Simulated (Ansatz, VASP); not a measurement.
**Te in VASP and in Ansatz**

```
Te
1.0
     4.44309    0.00000    0.00000
    -2.22154    3.84783    0.00000
     0.00000    0.00000    5.90518
Te
3
Cartesian
  3.3101 0.0000 1.9684
  -1.6551 2.8666 3.9368
  0.5665 0.9812 0.0000
```

Change from the starting cell: volume scaled by 0.99.

Alike in both runs: task single point; functional LDA; k mesh 9 × 9 × 6; occupations fermi-dirac, width 0.08 eV; no spin polarisation.

```csv
,VASP,Ansatz
version,VASP 6.6.1,Ansatz 0.2.0
potentials or method,"VASP PAW LDA potentials, release 64 (Te), cutoff 520 eV","all-electron LAPW, scalar-relativistic"
```

|  | VASP | Ansatz | Ansatz less VASP |
| --- | --- | --- | --- |
| pressure (GPa) | 0.4 | 0.2 | -0.15 |
| largest component of the traceless stress (GPa) | 0.67 | 0.57 | -0.098 |
| rms of the force components (eV/Å) | 0.343 | 0.317 | -0.0257 |

Atom by atom the forces differ by 0.026 eV/Å (rms over components). Ansatz ran all-electron here, so the differences hold the error of VASP's frozen core and of both bases.

The runs have no spin-orbit coupling, so splittings on Te are missing.
